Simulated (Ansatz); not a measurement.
Reactions of CH$_{6}$BClOSi (`BOC[SiH2]Cl`).

Calculated with Ansatz (gas phase, PBE0-D4/def2-TZVP geometries, no zero-point term in ΔE). CBS: MP2 limit from def2 TZ/QZ plus the TZ coupled-cluster correction, frozen cores. Functionals use def2-TZVPP. For Se outer-core shells are correlated without core-valence functions, which leaves a few kJ/mol of doubt a bond. Scalar relativity is left out up to krypton. One conformer a species, not always the lowest.

```
                                               reaction  B2PLYP (eV)
  `BOC[SiH2]Cl` + `N=C(N)O` → `N=C(N)[SiH2]Cl` + `BOCO`         0.28
`BOC[SiH2]Cl` + `CB[SiH3]` → `CB[SiH2][SiH2]Cl` + `BOC`        -0.22
         `BOC[SiH2]Cl` + H₂Se → `B[SeH]` + `OC[SiH2]Cl`         0.61
`BOC[SiH2]Cl` + `CB(O)C=O` → `BB(C)O` + `O=COC[SiH2]Cl`         1.46
```

(1) Give the CCSD(T)/CBS values in the same order. (Best estimate.)

Largest T1 diagnostic: 0.015, for `CB(O)C=O`.

Results:

(1) The calculation gave: 0.27, -0.25, 0.55, 1.48 eV.
